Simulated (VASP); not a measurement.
Crystal: RbBr.

```xyz
2
Lattice="0.0000 3.4608 3.3999 3.4608 0.0000 3.3999 3.4608 3.4608 0.0000" Properties=species:S:1:pos:R:3 pbc="T T T"
Rb    0.0000    0.0000    0.0000
Br    3.4608    3.4608    3.3999
```

The cell was built by a generator and needn't be a form met in nature.

The cell isn't the ideal one: uniaxial_z strain -1.8%.

Base run:

| Quantity | Value |
| --- | --- |
| Program | VASP 6.6.1 |
| Functional | r2SCAN |
| Potentials or basis | VASP PAW PBE potentials, release 64 (Rb_sv, Br) |
| Cutoff | 520 eV |
| k mesh | 6 × 6 × 6 |
| Occupations | gaussian, width 0.01 eV |
| Spin | no spin polarisation |

Its results: band gap on the k mesh 4.92 eV, direct; pressure 0.3 GPa.

The run is repeated on the same cell with these changes: functional from r2SCAN to HSE06; k mesh from 6 × 6 × 6 to 4 × 4 × 4. What comes out?

Band gap on the k mesh 5.48 eV, direct; pressure 0.6 GPa.

Several settings changed at once, so the effect can't be laid on one alone.

Caveats: the PAW data sets were made with another functional, which shifts forces and pressure a little.

